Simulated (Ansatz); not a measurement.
Relaxed-ion elastic tensor of BeO (wurtzite, space group No. 186) in GPa (Voigt order), LDA (plane waves, PAW; program Ansatz); density 3.12 g/cm³, 6.65 Å³ per atom.

```
 464   134  95.8   0.0   0.0   0.0
 134   464  95.8   0.0   0.0   0.0
95.8  95.8   506   0.0   0.0   0.0
 0.0   0.0   0.0   145   0.0   0.0
 0.0   0.0   0.0   0.0   145   0.0
 0.0   0.0   0.0   0.0   0.0   165
```

Q: Is the crystal mechanically stable?

A: Yes: the smallest eigenvalue of C is 145 GPa.

Q: Work out the Voigt, Reuss and Hill averages.

A: K_V = 232, K_R = 232, K_H = 232; G_V = 165, G_R = 162, G_H = 163 GPa.

Q: Give Young's modulus, Poisson's ratio, Pugh's ratio and the universal anisotropy index.

A: E = 9KG/(3K + G) = 397 GPa; ν = 0.21; K/G = 1.42 (brittle by the Pugh limit of 1.75); A_U = 5G_V/G_R + K_V/K_R − 6 = 0.08.

Q: Estimate the sound speeds and the Debye temperature.

A: v_l = √((K + 4G/3)/ρ) = 12000 m/s, v_t = √(G/ρ) = 7240 m/s, mean 8000 m/s; Θ = (h/k)(3n/4πV)^(1/3) v_m = 1270 K.

Q: Solve the Christoffel equation for the three sound speeds along x, y, z.

A: Eigenvalues of C_ijkl n_j n_l equal ρv² (piezoelectric stiffening left out). In km/s, slowest first: x 6.81, 7.26, 12.19; y 6.81, 7.26, 12.19; z 6.81, 6.81, 12.74.

Q: How much does each axis shrink under pressure?

A: Linear compressibilities β_i = Σ_j S_ij (j = 1 to 3): x 1.4, y 1.4, z 1.4 per TPa.

Space group P6_3mc (wurtzite). The cell was relaxed with LDA under the symmetry of its start; phonons on a q-mesh show no instability.

Potentials: the later of the program's two PAW sets.
